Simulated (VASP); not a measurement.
A run of VASP 6.6.1:

INCAR

```
ALGO = Normal ; EDIFF = 1E-7
ENCUT = 520 ; GGA = PE
ISIF = 2 ; ISMEAR = -1
LASPH = T ; LCHARG = F
LREAL = F ; LWAVE = F
NBANDS = 15 ; NELM = 60
PREC = Accurate ; SIGMA = 0.05
```

The input KPOINTS:

```
k-points
0
Gamma
  11 11 11
```

The input POSCAR:

```
TiC
1.0
    0.0000000000      2.1657188437      2.1657188437
    2.1657188437      0.0000000000      2.1657188437
    2.1657188437      2.1657188437      0.0000000000
Ti C
1 1
Direct
    0.0000000000      0.0000000000      0.0000000000
    0.5000000000      0.5000000000      0.5000000000
```

Potentials or basis: VASP PAW PBE potentials, release 64 (Ti_sv, C).

Launch:

```bash
$ cat potpaw_PBE.64/Ti_sv/POTCAR potpaw_PBE.64/C/POTCAR > POTCAR
$ mpirun -np 1 vasp_std > vasp.out
```

Hardware: 1 thread of Intel(R) Xeon(R) Platinum 8488C (Sapphire Rapids) (shared host).

**Question.** Estimate the wall time of this run.

**Answer.** Run time: 9.5 s on 1 thread of Intel(R) Xeon(R) Platinum 8488C (Sapphire Rapids), with other jobs on the host, peak memory 0.14 GiB. Counts: scf iterations 15, k points 56.
